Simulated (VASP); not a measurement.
# CaSe (Fm-3m) in VASP: notebook, part 3 of 3

VASP 6.6.1. Earlier steps stand in the parts before.

### 6 Dielectric tensor, LDA

This run uses another cell than the first one, of 24.40 Å³/atom, 0.962 times its volume.

File INCAR:

```
ALGO = Normal
EDIFF = 1E-8
ENCUT = 600
ISIF = 2
ISMEAR = 0
LASPH = T
LCHARG = F
LEPSILON = T
LREAL = F
LWAVE = F
NELM = 80
PREC = Accurate
SIGMA = 0.03
```

File KPOINTS:

```
k-points
0
Monkhorst-Pack
  14 14 14
```

File POSCAR:

```
CaSe                                    
1.0
    0.0000000000      2.9005977951      2.9005977951
    2.9005977951      0.0000000000      2.9005977951
    2.9005977951      2.9005977951      0.0000000000
  Ca              Se            
     1     1
Direct
     0.0000000000000000    0.0000000000000000    0.0000000000000000
     0.5000000000000000    0.5000000000000000    0.5000000000000000
```

Potentials or basis: VASP PAW LDA potentials, release 64 (Ca_sv, Se).

Command:

```sh
$ cat potpaw_LDA.64/Ca_sv/POTCAR potpaw_LDA.64/Se/POTCAR > POTCAR
$ mpirun -np 1 vasp_std > vasp.out
```

OUTCAR:

```text
EDIFF = 1E-8
   ENCUT = 600
   ISIF = 2
   ISMEAR = 0
   LASPH = T
   LEPSILON = T
   LREAL = F
   NELM = 80
   PREC = Accurate

 ion  position               nearest neighbor table
   1  0.000  0.000  0.000-   2 2.90   2 2.90   2 2.90   2 2.90   2 2.90   2 2.90
   2  0.500  0.500  0.500-   1 2.90   1 2.90   1 2.90   1 2.90   1 2.90   1 2.90

  LATTYP: Found a face centered cubic cell.
 ALAT       =     5.8011955902

  Lattice vectors:

 A1 = (   0.0000000000,   2.9005977951,   2.9005977951)
 A2 = (   2.9005977951,   0.0000000000,   2.9005977951)
 A3 = (   2.9005977951,   2.9005977951,   0.0000000000)

Analysis of symmetry for initial positions (statically):
=====================================================================
 Subroutine PRICEL returns:
 Original cell was already a primitive cell.

 Routine SETGRP: Setting up the symmetry group for a
 face centered cubic supercell.

 Subroutine GETGRP returns: Found 48 space group operations
 (whereof 48 operations were pure point group operations)
 out of a pool of 48 trial point group operations.

The static configuration has the point symmetry O_h .
[... 580 lines left out ...]
  ---------------------------------------------------
  free energy    TOTEN  =        -0.73178299 eV

  energy without entropy =       -0.73178299

------------------------ aborting loop because EDIFF is reached ----------------------------------------

 PIEZOELECTRIC TENSOR FIELD DIRECTION 3  (e Angst)
 -----------------------------------------------------------------------------
    -0.00035  0.00000  0.00000           (  0.00001  0.00000  0.00000)
     0.00000 -0.00035 -0.00000           (  0.00000  0.00001  0.00000)
    -0.00000  0.00000 -0.00128           (  0.00000  0.00000  0.00002)

 PIEZOELECTRIC TENSOR FIELD DIRECTION 3  (C/m^2)
 -----------------------------------------------------------------------------
    -0.00012  0.00000  0.00000
     0.00000 -0.00012 -0.00000
    -0.00000  0.00000 -0.00042

 MACROSCOPIC STATIC DIELECTRIC TENSOR (including local field effects in DFT)
 ------------------------------------------------------
           6.018041     0.000000     0.000000
           0.000000     6.018041    -0.000000
          -0.000000     0.000000     6.018041
 ------------------------------------------------------

 PIEZOELECTRIC TENSOR (including local field effects)  for field in x, y, z        (e  Angst)
          XX          YY          ZZ          XY          YZ          ZX
  --------------------------------------------------------------------------------
  x     0.00000     0.00000     0.00000     0.00000     0.00000     0.00000
  y     0.00000     0.00000     0.00000     0.00000     0.00000     0.00000
  z     0.00000     0.00000     0.00000     0.00000     0.00000     0.00000

 PIEZOELECTRIC TENSOR (including local field effects)  for field in x, y, z        (C/m^2)
          XX          YY          ZZ          XY          YZ          ZX
  --------------------------------------------------------------------------------
  x     0.00000     0.00000     0.00000     0.00000     0.00000     0.00000
  y     0.00000     0.00000     0.00000     0.00000     0.00000     0.00000
  z     0.00000     0.00000     0.00000     0.00000     0.00000     0.00000

 BORN EFFECTIVE CHARGES (including local field effects) (in |e|, cummulative output)
 ---------------------------------------------------------------------------------
 ion    1
    1     2.35253     0.00000    -0.00000
    2    -0.00000     2.35253     0.00000
    3     0.00000    -0.00000     2.35253
 ion    2
    1    -2.35253    -0.00000     0.00000
    2     0.00000    -2.35253    -0.00000
    3    -0.00000     0.00000    -2.35253
```

OSZICAR:

```text
N       E                     dE             d eps       ncg     rms          rms(c)
DAV:   1     0.115852424875E+03    0.11585E+03   -0.83327E+03  6720   0.138E+03
DAV:   2    -0.486725718386E+01   -0.12072E+03   -0.11589E+03  7424   0.300E+02
[... 12 lines left out ...]
RMM:  12    -0.731786165364E+00   -0.33078E-05   -0.95472E-05 46349   0.359E-03    0.344E-04
RMM:  13    -0.731781848250E+00    0.43171E-05   -0.48656E-05 45443   0.194E-03    0.150E-04
RMM:  14    -0.731782725418E+00   -0.87717E-06   -0.28459E-05 45856   0.127E-03    0.145E-05
RMM:  15    -0.731782880121E+00   -0.15470E-06   -0.16821E-05 45815   0.877E-04    0.218E-05
RMM:  16    -0.731782889372E+00   -0.92514E-08   -0.82385E-06 40688   0.708E-04    0.189E-05
RMM:  17    -0.731783162616E+00   -0.27324E-06   -0.48628E-06 36448   0.649E-04    0.210E-05
RMM:  18    -0.731782994955E+00    0.16766E-06   -0.26513E-06 32334   0.614E-04    0.655E-06
```

It took 52 min on 1 thread of Intel Xeon 6975P-C (Granite Rapids), shared host; peak memory 1.4 GiB.

Results:

* Electronic dielectric tensor (diagonal): 6.02
* Born charges (mean of the diagonal): Ca +2.35; Se -2.35 e

Electronic dielectric tensor:
```
6.02 0.00 0.00
0.00 6.02 0.00
0.00 0.00 6.02
```

Born effective charge tensors (e):
atom 1, Ca
```
2.35 0.00 0.00
0.00 2.35 0.00
0.00 0.00 2.35
```
atom 2, Se
```
-2.35  0.00  0.00
 0.00 -2.35  0.00
 0.00  0.00 -2.35
```

### 7 Against experiment

Step 2. Measured gap of CaSe: 3.85 eV (indirect; 2 K; a printed reference work, monograph, original work of 1988). This calculation gives 1.98 eV (-1.87 eV). Spin-orbit coupling on Se is left out. The value is that of PBE on a finite k mesh, which can miss the band edges, without temperature or zero-point motion. Semilocal functionals fall short of measured gaps as a rule.
